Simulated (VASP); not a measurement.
Input of a VASP 6.6.1 run:

The input INCAR:

```
SYSTEM = GaSb
  ALGO = Normal
  EDIFF = 1E-6
  ENCUT = 520
  GGA = PE
  ISIF = 2
  ISMEAR = 0
  LASPH = .TRUE.
  LCHARG = .TRUE.
  LELF = .TRUE.
  LREAL = .FALSE.
  LVHAR = .TRUE.
  LWAVE = .FALSE.
  NELM = 80
  PREC = Accurate
  SIGMA = 0.025
```

The input KPOINTS:

```
k-points
0
G
  8 8 8
  0 0 0
```

POSCAR

```
GaSb
1.0
    0.0000000000      3.0590000000      3.0590000000
    3.0590000000      0.0000000000      3.0590000000
    3.0590000000      3.0590000000      0.0000000000
Sb Ga
1 1
Direct
    0.7500000000      0.7500000000      0.7500000000
    0.0000000000      0.0000000000      0.0000000000
```

Potentials or basis: VASP PAW PBE potentials, release 64 (Sb, Ga_d).

Run with:

```bash
$ cat potpaw_PBE.64/Sb/POTCAR potpaw_PBE.64/Ga_d/POTCAR > POTCAR
$ mpirun -np 1 vasp_std > vasp.out
```

Q: What does it give for the pressure?

A: 2.4 GPa.

Q: Predict the band gap on the k mesh.

A: 0.04 eV, direct.

Caveat: spin-orbit coupling is left out, which moves the levels of the heavy elements.

**Experimental background.**

From a printed reference work, data compilation, for a bulk crystal of GaSb at 4.2 K: band gap 0.811 eV (direct).

Against the measured gap of GaSb, 0.811 eV (direct; 4.2 K; a printed reference work, data compilation), the calculated 0.04 eV is off by -0.78 eV. Spin-orbit coupling on Ga, Sb is left out. The value is that of PBE on a finite k mesh, which can miss the band edges, without temperature or zero-point motion. Semilocal functionals fall short of measured gaps as a rule.
